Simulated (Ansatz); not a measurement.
FeO (Wuestite) in Ansatz: the effect of functional

The system is FeO (Wuestite).

```
Fe O
1.0
     0.00000    2.15540    2.15540
     2.15540    0.00000    2.15540
     2.15540    2.15540    0.00000
Fe O
1 1
Direct
  0.00000 0.00000 0.00000
  0.50000 0.50000 0.50000
```

Alike in all runs:

* Program: Ansatz 0.2.0
* Task: band structure
* Potentials or basis: all-electron LAPW, scalar-relativistic
* Cutoff: 349 eV (chosen from the basis error)
* Basis error allowed: 0.001 eV/atom
* k mesh: 11 × 11 × 11
* Occupations: fermi-dirac, width 0.05 eV
* Spin: collinear spin, ferromagnetic start
* Starting moments: [3.0, 0.0] μB

| functional | pressure (GPa) |
| --- | --- |
| PBEsol | -8.6 |
| LDA | ? |
| PBE | -0.3 |

**Question.** What does the run with functional LDA give?

**Answer.** Pressure -15.6 GPa.

Caveats: a cell with one magnetic atom can't hold antiferromagnetic order, which such compounds often take.
